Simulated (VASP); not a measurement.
BaZrO3:

```
Ba Zr O
1.0
     4.19134    0.00000    0.00000
     0.00000    4.19134    0.00000
     0.00000    0.00000    4.19134
Ba Zr O
1 1 3
Direct
  0.00000 0.00000 0.00000
  0.50000 0.50000 0.50000
  0.50000 0.50000 0.00000
  0.50000 0.00000 0.50000
  0.00000 0.50000 0.50000
```

* Program: VASP 6.6.1
* Task: single point
* Functional: PBEsol
* Potentials or basis: VASP PAW PBE potentials, release 64 (Ba_sv, Zr_sv, O)
* Cutoff: 520 eV
* k mesh: 6 × 6 × 6
* Occupations: fermi-dirac, width 0.05 eV
* Spin: no spin polarisation

On this cell: pressure -0.1 GPa; largest force zero by symmetry; band gap on the k mesh 3.11 eV, indirect (least direct gap 3.33 eV).

The same run follows on a disturbed copy (atoms moved at random, drawn with an rms of 0.05 Å):

```
Ba Zr O
1.0
     4.19134    0.00000    0.00000
     0.00000    4.19134    0.00000
     0.00000    0.00000    4.19134
Ba Zr O
1 1 3
Direct
  0.00020 0.00777 0.99258
  0.50054 0.50828 0.49188
  0.49283 0.50117 0.00047
  0.49436 0.00155 0.50659
  0.99417 0.50599 0.50463
```

Task: What does the disturbed cell give?

Result: The energy moves by +1.8 meV/atom; pressure 0.0 GPa; largest force 0.295 eV/Å; band gap on the k mesh 3.13 eV, indirect (least direct gap 3.36 eV).

Forces on the atoms (eV/Å):
```
Ba   0.002 -0.006 -0.025
Zr  -0.144 -0.147  0.212
O    0.009 -0.011 -0.065
O   -0.004  0.217 -0.070
O    0.137 -0.052 -0.052
```

Stress tensor (GPa, compression positive):
```
 0.01  0.00 -0.01
 0.00 -0.04  0.00
-0.01  0.00  0.14
```

Caveats: the PAW data sets were made with another functional, which shifts forces and pressure a little; spin-orbit coupling is left out, which moves the levels of the heavy elements.

A k mesh can miss the band edges.
